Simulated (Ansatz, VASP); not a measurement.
**One calculation of ZnS, 5 ways**

```
CELL_PARAMETERS angstrom
3.81100 0.00000 0.00000
-1.90550 3.30042 0.00000
0.00000 0.00000 6.23400
ATOMIC_POSITIONS crystal
Zn 0.66667 0.33333 0.50000
Zn 0.33333 0.66667 0.00000
S 0.66667 0.33333 0.88500
S 0.33333 0.66667 0.38500
```

Alike in all runs: task band structure; functional PBE; k mesh 8 × 8 × 5; occupations fermi-dirac, width 0.05 eV; no spin polarisation; no spin-orbit coupling. Pressure is positive in compression and, in plane waves, holds the error of the finite cutoff, which Ansatz's Pulay term estimates and takes out. Gaps are the smaller of the mesh's and the band path's.

| program and potentials | plane-wave cutoff (eV) | notes | band gap (eV) | pressure (GPa) | largest force (eV/Å) |
| --- | --- | --- | --- | --- | --- |
| VASP, PBE PAW files S_GW, Zn_sv_GW, 600 eV | 600 | 13 valence electrons an atom on average | 2.25 | 1.44 | 0.321 |
| Ansatz, all-electron LAPW, scalar-relativistic | - | - | 2.25 | 2.35 | 0.319 |
| Ansatz, PseudoDojo standard (PBE files) | 1143 | 13 valence electrons an atom on average | 2.25 | 2.32 | 0.321 |
| VASP, PBE PAW files S, Zn, 520 eV | 520 | 9 valence electrons an atom on average | 2.25 | 2.25 | 0.323 |
| VASP, PBE PAW files S_h, Zn, 900 eV | 900 | 9 valence electrons an atom on average | ? | ? | ? |

Task: Estimate from the other rows what the run with VASP, PBE PAW files S_h, Zn, 900 eV gave.

Result: Band gap 2.25 eV; pressure 2.58 GPa; largest force 0.324 eV/Å. The other rows, which needn't bracket it: band gap 2.25; pressure 1.44 to 2.35; largest force 0.319 to 0.323.
